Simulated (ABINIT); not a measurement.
# A GW chain in ABINIT: BAs (F-43m), part 2 of 3

Aim: the G0W0 gap of BAs (F-43m) on PBE, step by step.

ABINIT 10.8.3; PBE and many-body steps on it, plane waves. Known limits of the many-body steps: not at the basis limit; no spin-orbit coupling.

So far. Step 2 (Ground state): The gap is indirect, with the least direct gap 2.08 eV higher.

### 3. Bands along the symmetry lines

Level of this step: DFT, PBE, plane waves, norm-conserving pseudopotentials (ABINIT).

The cheap functional maps the bands first; the places of the edges decide which points the dearer methods must see.

run.abi

```
acell 3*1.0 Angstrom
rprim 
  -0.000000000000 2.388500000000 2.388500000000
  2.388500000000 -0.000000000000 2.388500000000
  2.388500000000 2.388500000000 -0.000000000000
ntypat 2
znucl 5 33
natom 2
typat 1 2
xred 
  0.000000000000 0.000000000000 0.000000000000
  0.250000000000 0.250000000000 0.250000000000
pp_dirpath "pseudos"
pseudos "B.upf, As.upf"
ecut 44
iscf -2
irdden 1
kptopt 0
nkpt 50
kpt 
  0.00000000 0.00000000 0.00000000
  -0.06250000 -0.06250000 0.00000000
  -0.12500000 -0.12500000 0.00000000
  -0.18750000 -0.18750000 0.00000000
  -0.25000000 -0.25000000 0.00000000
  -0.31250000 -0.31250000 0.00000000
  -0.37500000 -0.37500000 0.00000000
  -0.43750000 -0.43750000 0.00000000
  -0.50000000 -0.50000000 0.00000000
  -0.48437500 -0.48437500 0.03125000
  -0.46875000 -0.46875000 0.06250000
  -0.45312500 -0.45312500 0.09375000
  -0.43750000 -0.43750000 0.12500000
  -0.42187500 -0.42187500 0.15625000
  -0.40625000 -0.40625000 0.18750000
  -0.39062500 -0.39062500 0.21875000
  -0.37500000 -0.37500000 0.25000000
  -0.37500000 0.00000000 0.37500000
  -0.32812500 0.00000000 0.32812500
  -0.28125000 0.00000000 0.28125000
  -0.23437500 0.00000000 0.23437500
  -0.18750000 0.00000000 0.18750000
  -0.14062500 0.00000000 0.14062500
  -0.09375000 0.00000000 0.09375000
  -0.04687500 0.00000000 0.04687500
  0.00000000 0.00000000 0.00000000
  0.00000000 0.00000000 0.06250000
  0.00000000 0.00000000 0.12500000
  0.00000000 0.00000000 0.18750000
  0.00000000 0.00000000 0.25000000
  0.00000000 0.00000000 0.31250000
  0.00000000 0.00000000 0.37500000
  0.00000000 0.00000000 0.43750000
  -0.00000000 -0.00000000 0.50000000
  -0.06250000 -0.03125000 0.46875000
  -0.12500000 -0.06250000 0.43750000
  -0.18750000 -0.09375000 0.40625000
  -0.25000000 -0.12500000 0.37500000
  -0.31250000 -0.15625000 0.34375000
  -0.37500000 -0.18750000 0.31250000
  -0.43750000 -0.21875000 0.28125000
  -0.50000000 -0.25000000 0.25000000
  -0.50000000 -0.28125000 0.21875000
  -0.50000000 -0.31250000 0.18750000
  -0.50000000 -0.34375000 0.15625000
  -0.50000000 -0.37500000 0.12500000
  -0.50000000 -0.40625000 0.09375000
  -0.50000000 -0.43750000 0.06250000
  -0.50000000 -0.46875000 0.03125000
  -0.50000000 -0.50000000 0.00000000
istwfk *1
nband 20
nbdbuf 2
tolwfr 1e-08
nstep 40
prtwf 0
prtvol 0
indata_prefix "in"
outdata_prefix "out"
tmpdata_prefix "tmp"
```

Command:

```
$ OMP_NUM_THREADS=1 mpirun -n 4 abinit run.abi > log
```

Numbers of over 12 decimals in the logs are rounded to 6 here.

The log of the run:

```text
.Version 10.8.3 of ABINIT. v10.8.2 released Aug 2026.

 Symmetries : space group F-4 3 m (#216); Bravais cF (face-center cubic)
[... echo of the input left out ...]
== DATASET  1 ==================================================================
-   mpi_nproc: 4, omp_nthreads: 1 (-1 if OMP is not activated)

--- !DatasetInfo
iteration_state: {dtset: 1, }
dimensions: {natom: 2, nkpt: 50, mband: 20, nsppol: 1, nspinor: 1, nspden: 1, mpw: 2637, }
cutoff_energies: {ecut:  44.0, pawecutdg:  -1.0, }
electrons: {nelect:   2.60000000E+01, charge:   0.00000000E+00, occopt:   1.00000000E+00, tsmear:   1.00000000E-02, }

 Real(R)+Recip(G) space primitive vectors, cartesian coordinates (Bohr,Bohr^-1):
 R(1)=  0.0000000  4.5136109  4.5136109  G(1)= -0.1107761  0.1107761  0.1107761
 R(2)=  4.5136109  0.0000000  4.5136109  G(2)=  0.1107761 -0.1107761  0.1107761
 R(3)=  4.5136109  4.5136109  0.0000000  G(3)=  0.1107761  0.1107761 -0.1107761
 Unit cell volume ucvol=  1.8390873E+02 bohr^3
 Angles (23,13,12)=  6.00000000E+01  6.00000000E+01  6.00000000E+01 degrees

 getcut: wavevector=  0.0000  0.0000  0.0000  ngfft=  40  40  40
         ecut(hartree)=     44.000   => boxcut(ratio)=   2.09860

--- Pseudopotential description ------------------------------------------------
- B Generated using ONCVPSP code by D. R. Hamann
-  5.00000   3.00000  171031                  znucl, zion, pspdat
12 -101130 1 -1 1534                          pspcod,pspxc,lmax,lloc,mmax
     nproj     2     2     0
  pspatm : epsatm=    3.38844616
         --- l  ekb(1:nproj) -->
             0    8.382104    1.234201
             1   -3.719492   -0.867526
 pspatm: atomic psp has been read  and splines computed

- As Generated using ONCVPSP code by D. R. Hamann
- 33.00000  23.00000  171031                  znucl, zion, pspdat
12 -101130 2 -1 1358                          pspcod,pspxc,lmax,lloc,mmax
     nproj     2     2     2
  pspatm : epsatm=   24.77333152
         --- l  ekb(1:nproj) -->
             0    4.034276   -2.353825
[...]
pspatm: atomic psp has been read  and splines computed

--------------------------------------------------------------------------------

================================================================================
 prteigrs : about to open file out_EIG
 Non-SCF case, kpt    1 (  0.00000  0.00000  0.00000), residuals and eigenvalues=
  2.91E-09  2.27E-09  2.60E-09  5.24E-09  3.85E-09  5.15E-09  6.73E-09  4.34E-09
  4.72E-09  6.67E-09  9.35E-09  1.34E-09  5.03E-09  6.15E-09  1.57E-09  7.14E-09
  7.81E-09  8.07E-09  3.07E-05  4.56E-04
 -6.5247E+00 -4.4426E+00 -4.4426E+00 -4.4426E+00 -1.0247E+00 -1.0247E+00
 -1.0247E+00 -1.0240E+00 -1.0240E+00 -2.7205E-01  2.9395E-01  2.9395E-01
  2.9395E-01  4.1483E-01  4.1483E-01  4.1483E-01  4.6596E-01  6.4661E-01
  7.7817E-01  7.7837E-01
 Non-SCF case, kpt    2 ( -0.06250 -0.06250  0.00000), residuals and eigenvalues=
[...]
7.2574E-01  7.8221E-01
 Non-SCF case, kpt    3 ( -0.12500 -0.12500  0.00000), residuals and eigenvalues=
[...]
9.82E-09  5.89E-09  1.24E-08  6.59E-05
[...]
6.9492E-01  7.9229E-01
[...]
Non-SCF case, kpt   49 ( -0.50000 -0.46875  0.03125), residuals and eigenvalues=
[...]
9.1874E-01  9.4146E-01
 Non-SCF case, kpt   50 ( -0.50000 -0.50000  0.00000), residuals and eigenvalues=
[...]
-1.0239E+00 -1.0239E+00 -1.0235E+00 -1.1853E-01 -1.8916E-02  1.4425E-01
  1.4425E-01  3.4735E-01  3.4754E-01  7.1279E-01  7.1279E-01  7.6721E-01
  9.2947E-01  9.5735E-01

--- !ResultsGS
iteration_state: {dtset: 1, }
comment   : Summary of ground state results
lattice_vectors:
- [ -0.0000000,   4.5136109,   4.5136109, ]
- [  4.5136109,  -0.0000000,   4.5136109, ]
- [  4.5136109,   4.5136109,  -0.0000000, ]
lattice_lengths: [   6.38321,    6.38321,    6.38321, ]
lattice_angles: [ 60.000,  60.000,  60.000, ] # degrees, (23, 13, 12)
lattice_volume:   1.8390873E+02
convergence: {deltae:  0.000E+00, res2:  0.000E+00, residm:  9.990E-09, diffor:  0.000E+00, }
etotal    :  -3.08192795E+02
entropy   :   0.00000000E+00
fermie    :   2.93949411E-01
cartesian_stress_tensor: null
pressure_GPa: null
xred      :
- [  0.0000E+00,   0.0000E+00,   0.0000E+00,  B]
- [  2.5000E-01,   2.5000E-01,   2.5000E-01, As]
cartesian_forces: null
force_length_stats: {min: null, max: null, mean: null, }

 Integrated electronic density in atomic spheres:
 ------------------------------------------------
 Atom  Sphere_radius  Integrated_density
[...]
================================================================================

 ----iterations are completed or convergence reached----

 Mean square residual over all n,k,spin=   48.803E-10; max=  99.902E-10
 reduced coordinates (array xred) for    2 atoms
       0.000000000000      0.000000000000      0.000000000000
       0.250000000000      0.250000000000      0.250000000000

 cartesian coordinates (angstrom) at end:
[...]
length scales=  1.889726125908  1.889726125908  1.889726125908 bohr
              =  1.000000000000  1.000000000000  1.000000000000 angstroms
 prteigrs : about to open file out_EIG
 Eigenvalues (hartree) for nkpt=  50  k points:
 kpt#   1, nband= 20, wtk=  1.00000, kpt=  0.0000  0.0000  0.0000 (reduced coord)
[...]
kpt#   2, nband= 20, wtk=  1.00000, kpt= -0.0625 -0.0625  0.0000 (reduced coord)
[...]
kpt#   3, nband= 20, wtk=  1.00000, kpt= -0.1250 -0.1250  0.0000 (reduced coord)
[...]
kpt#  49, nband= 20, wtk=  1.00000, kpt= -0.5000 -0.4687  0.0313 (reduced coord)
[...]
0.71038    0.76503    0.91874    0.94146
 kpt#  50, nband= 20, wtk=  1.00000, kpt= -0.5000 -0.5000  0.0000 (reduced coord)
  -6.52474   -4.44253   -4.44252   -4.44252   -1.02478   -1.02409   -1.02389   -1.02389
  -1.02352   -0.11853   -0.01892    0.14425    0.14425    0.34735    0.34754    0.71279
   0.71279    0.76721    0.92947    0.95735

== END DATASET(S) ==============================================================
================================================================================

 -outvars: echo values of variables after computation  --------
            nband          20
             nkpt          50
          spgroup         216
 [... the other variables as echoed above ...]

 Calculation completed.
```

It took 13 s on 4 MPI ranks of Intel Xeon Platinum 8375C at 2.90GHz (Ice Lake), shared host; peak memory 0.32 GiB.

Numbers from this step:

```yaml
gap: 1.208 eV
k_of_the_valence_top: 0, 0, 0
k_of_the_conduction_bottom: -0.375, -0.375, 0
least_direct_gap: 3.289 eV
```

The gap is 1.208 eV, as in the run before at this level.

The electronic bands at the labelled points (eV, zero at the top of the highest filled band):

| point | band 10 | band 11 | band 12 | band 13 | band 14 | band 15 | band 16 | band 17 |
| --- | --- | --- | --- | --- | --- | --- | --- | --- |
| Γ | -15.40 | 0.00 | 0.00 | 0.00 | 3.29 | 3.29 | 3.29 | 4.68 |
| halfway | -14.06 | -4.10 | -2.70 | -2.70 | 1.67 | 4.55 | 7.42 | 7.42 |
| X | -11.22 | -8.51 | -4.07 | -4.07 | 1.45 | 1.46 | 11.40 | 11.40 |
| halfway | -11.19 | -8.41 | -4.90 | -3.92 | 1.61 | 2.81 | 10.72 | 10.82 |
| U | -11.27 | -8.13 | -5.94 | -3.48 | 2.06 | 5.56 | 9.24 | 9.78 |
| jump to K | -11.27 | -8.13 | -5.94 | -3.48 | 2.06 | 5.56 | 9.24 | 9.78 |
| halfway | -13.92 | -5.13 | -3.78 | -1.13 | 3.99 | 4.92 | 5.80 | 7.01 |
| Γ | -15.40 | 0.00 | 0.00 | 0.00 | 3.29 | 3.29 | 3.29 | 4.68 |
| halfway | -14.40 | -4.93 | -1.15 | -1.15 | 3.07 | 4.67 | 4.67 | 7.91 |
| L | -12.53 | -8.77 | -1.82 | -1.82 | 2.70 | 4.81 | 4.81 | 8.90 |
| halfway | -11.96 | -8.28 | -4.55 | -3.07 | 3.99 | 4.79 | 7.48 | 9.06 |
| W | -11.07 | -8.05 | -5.48 | -5.19 | 5.28 | 5.95 | 6.84 | 7.06 |
| halfway | -11.15 | -8.31 | -4.81 | -4.69 | 2.90 | 3.02 | 9.72 | 10.01 |
| X | -11.22 | -8.51 | -4.07 | -4.07 | 1.45 | 1.46 | 11.40 | 11.40 |

The electronic bands as a text plot (rows in eV, shown from -8.0 to 7.2 only):

```
    6.9 |                   +++++++        +            +++
    6.3 |    +                     ++    ++          +   ++
    5.6 |  +++            +   +++                   +   +  +
    5.0 |++++            +      +++  ++++    +++++++  ++ +++
    4.4 |     ++                 ++++      ++       ++ ++   +
    3.7 | +     ++      +     ++++++++  +++          ++
    3.1 |++            +    ++       +++ +++++++  +++        +
    2.5 |  ++     +        +                    ++            +
    1.8 |    +++   ++ +++++                                    ++
    1.2 |       +++++++
    0.6 |
   -0.1 |**                        ******
   -0.7 | *                      **  *  ****
   -1.3 |  **                   *  **       ****
   -2.0 |    *                **   **    **     *****
   -2.6 |    ***            **   **                 **
   -3.2 |       **        **               *          *
   -3.9 |     **  ********      ***                  * *        *
   -4.5 |             *       **                      * **   ***
   -5.1 |              **       *           *          *  ***
   -5.8 |       **       *****                          ***
   -6.4 |                     **             **
   -7.0 |         *         **
   -7.7 |          **      *                   *        *
         Γ           X  U|K            Γ         L        W     X
```

### 4. Empty states on the mesh, 6×6×6 mesh, 165 bands

The sums over transitions need many empty states on a uniform mesh; this step solves for them.

run.abi

```
acell 3*1.0 Angstrom
rprim 
  -0.000000000000 2.388500000000 2.388500000000
  2.388500000000 -0.000000000000 2.388500000000
  2.388500000000 2.388500000000 -0.000000000000
ntypat 2
znucl 5 33
natom 2
typat 1 2
xred 
  0.000000000000 0.000000000000 0.000000000000
  0.250000000000 0.250000000000 0.250000000000
pp_dirpath "pseudos"
pseudos "B.upf, As.upf"
ecut 44
ngkpt 6 6 6
nshiftk 1
shiftk 0 0 0
kptopt 1
chksymbreak 0
irdden 1
istwfk *1
nband 165
prtvol 0
optdriver 6
gwr_task "HDIAGO"
paral_kgb 0
occopt 1
indata_prefix "in"
outdata_prefix "out"
tmpdata_prefix "tmp"
```

The log of the run:

```text
[banner, memory and clock lines left out]
.Version 10.8.3 of ABINIT. v10.8.2 released Aug 2026.

 Symmetries : space group F-4 3 m (#216); Bravais cF (face-center cubic)
[... echo of the input left out ...]
== DATASET  1 ==================================================================
-   mpi_nproc: 4, omp_nthreads: 1 (-1 if OMP is not activated)

--- !DatasetInfo
iteration_state: {dtset: 1, }
dimensions: {natom: 2, nkpt: 16, mband: 165, nsppol: 1, nspinor: 1, nspden: 1, mpw: 2637, }
cutoff_energies: {ecut:  44.0, pawecutdg:  -1.0, }
electrons: {nelect:   2.60000000E+01, charge:   0.00000000E+00, occopt:   1.00000000E+00, tsmear:   1.00000000E-02, }

.Using double precision arithmetic; gwpc =  8

- Reading GS density from: in_DEN

--- Pseudopotential description ------------------------------------------------
- B Generated using ONCVPSP code by D. R. Hamann
-  5.00000   3.00000  171031                  znucl, zion, pspdat
12 -101130 1 -1 1534                          pspcod,pspxc,lmax,lloc,mmax
     nproj     2     2     0
  pspatm : epsatm=    3.38844616
         --- l  ekb(1:nproj) -->
             0    8.382104    1.234201
             1   -3.719492   -0.867526
 pspatm: atomic psp has been read  and splines computed

- As Generated using ONCVPSP code by D. R. Hamann
- 33.00000  23.00000  171031                  znucl, zion, pspdat
12 -101130 2 -1 1358                          pspcod,pspxc,lmax,lloc,mmax
     nproj     2     2     2
  pspatm : epsatm=   24.77333152
         --- l  ekb(1:nproj) -->
             0    4.034276   -2.353825
             1   -6.723548   -2.113112
             2  -10.105298   -4.355719
 pspatm: atomic psp has been read  and splines computed

   7.32206220E+02                                ecore*ucvol(ha*bohr**3)

 Total charge density [el/Bohr^3]
)     Maximum=    7.0999E+00  at reduced coord.    0.2000    0.3000    0.3000
)     Minimum=    4.5090E-03  at reduced coord.    0.7500    0.7500    0.7500
   Integrated=    2.6000E+01

 === KS gaps after direct diagonalization ===
 Indirect band gap semiconductor
 Fundamental gap:     1.293 (eV)
   VBM:     7.999 (eV) at k: [ 0.0000E+00,  0.0000E+00,  0.0000E+00]
   CBM:     9.292 (eV) at k: [ 3.3333E-01,  3.3333E-01,  0.0000E+00]
 Direct gap:         3.289 (eV) at k: [ 0.0000E+00,  0.0000E+00,  0.0000E+00]

== END DATASET(S) ==============================================================

 -outvars: echo values of variables after computation  --------
           etotal      0.0000000000E+00
            nband         165
             nkpt          16
          spgroup         216
 [... the other variables as echoed above ...]

 Calculation completed.
```

It took 43 s on 4 MPI ranks; peak memory 1.7 GiB; 2.9 min of CPU time.

Numbers from this step:

```
gap                                                           : 1.293 eV
k of the valence top                                          : 0, 0, 0
k of the conduction bottom                                    : 0.3333, 0.3333, 0
least direct gap                                              : 3.289 eV
k points computed                                             : 16
lowest point of the top converged band, above the valence top : 158.6059 eV
```

On this mesh the gap is 1.293 eV. The earlier step found 1.208 eV, so this mesh misses an edge.

### 5. Screening, 6×6×6 mesh, 157 bands, screening to 228.6 eV

The RPA dielectric matrix is built and inverted for each q.

This step: RPA screening on PBE, plane waves, norm-conserving pseudopotentials.

run.abi, as its differences from that of step 4:

```diff
@@ -20,10 +20,11 @@
 chksymbreak 0
-irdden 1
 istwfk *1
-nband 165
-prtvol 0
-optdriver 6
-gwr_task "HDIAGO"
-paral_kgb 0
 occopt 1
+irdwfk 1
+optdriver 3
+nband 157
+ecuteps 8.4
+inclvkb 2
+awtr 1
+symchi 1
 indata_prefix "in"
```

The log of the run:

```text
.Version 10.8.3 of ABINIT. v10.8.2 released Aug 2026.

 Symmetries : space group F-4 3 m (#216); Bravais cF (face-center cubic)
[... echo of the input left out ...]
== DATASET  1 ==================================================================
-   mpi_nproc: 4, omp_nthreads: 1 (-1 if OMP is not activated)

--- !DatasetInfo
iteration_state: {dtset: 1, }
dimensions: {natom: 2, nkpt: 16, mband: 157, nsppol: 1, nspinor: 1, nspden: 1, mpw: 2637, }
cutoff_energies: {ecut:  44.0, pawecutdg:  -1.0, }
electrons: {nelect:   2.60000000E+01, charge:   0.00000000E+00, occopt:   1.00000000E+00, tsmear:   1.00000000E-02, }

 SCREENING: Calculation of the susceptibility and dielectric matrices

 Based on a program developped by R.W. Godby, V. Olevano, G. Onida, and L. Reining.
 Incorporated in ABINIT by V. Olevano, G.-M. Rignanese, and M. Torrent.
.Using double precision arithmetic ; gwpc =  8

[... cell and pseudopotentials left out ...]
--------------------------------------------------------------------------------

 ==== K-mesh for the wavefunctions ====
 Number of points in the irreducible wedge :    16
[... list of points left out ...]
 Together with 24 symmetry operations and time-reversal symmetry
 yields   216 points in the full Brillouin Zone.

 ==== Q-mesh for the screening function ====
 Number of points in the irreducible wedge :    16
[... list of points left out ...]
 Together with 24 symmetry operations and time-reversal symmetry
 yields   216 points in the full Brillouin Zone.

 setmesh: FFT mesh size selected  =    27x   27x   27
          total number of points  =        19683

 vcoul_init : cutoff-mode = AUXILIARY_FUNCTION
 q-points for optical limit:   1
     1)      0.000010    0.000020    0.000030

- screening: taking advantage of time-reversal symmetry
- Maximum band index for partially occupied states nbvw = 13
- Remaining bands to be divided among processors   nbcw = 144
- Number of bands treated by each node ~36

 Number of electrons calculated from density =   26.0000; Expected =   26.0000
 average of density, n =  0.141374
 r_s =    1.1908
 omega_plasma =   36.2695 [eV]

 calculating chi0 at frequencies [eV] :
  1    0.000000E+00    0.000000E+00
  2    0.000000E+00    3.626946E+01

--------------------------------------------------------------------------------
  q-point number  1        q = ( 0.000000, 0.000000, 0.000000) [r.l.u.]
--------------------------------------------------------------------------------
[... chi0 elements left out ...]
 For q-point:  0.000010 0.000020 0.000030
  dielectric constant =  10.5130
  dielectric constant without local fields =  11.5135

  Average fulfillment of the sum rule on Im[epsilon] for q-point    1 :     60.37  [%]
[... wings left out ...]
  q-point number  2        q = ( 0.166667, 0.000000, 0.000000) [r.l.u.]
--------------------------------------------------------------------------------
[... chi0 elements left out ...]
  Average fulfillment of the sum rule on Im[epsilon] for q-point    2 :     70.22  [%]

 [... 14 further q-points ...]
```

Elapsed: 3.7 min, on 4 MPI ranks; peak memory 1.5 GiB; 15 min of CPU time.

This step gave:

```yaml
eps_infinity_with_local_fields_on_this_mesh_along_the_program_s_q_direction: 10.51
the_same_without_local_fields: 11.51
plasma_frequency: 36.27 eV
plane_waves_in_the_screening_matrix: 181
```

Local fields lower ε∞ by 9 %.

(Continued in part 3 of 3.)

[Paths, hosts, dates, memory and timing lines, banners, echoed tables and standing remarks are left out of the program output.]

[Logs are printed without paths, hosts, clocks, repeated set-up lines and the standing remarks that a program may print on its own settings, such as how far it seeks lower states.]

[Runs of the session that timed out or met a known fault of the program may be left out.]

[Hosts, paths, dates, database ids (printed as entryN), source tags and the programs' standing remarks are cut or masked in the printed files.]

[G0W0 gaps are taken among the corrected bands and points alone; a level outside them can change the order at an edge.]

[Where Ansatz stands beside ABINIT at settings called matched, ABINIT's density can come from a denser mesh and the files from another edition; pairs whose starting gaps differed by over 0.03 eV were left out, so agreement reads better than it is.]
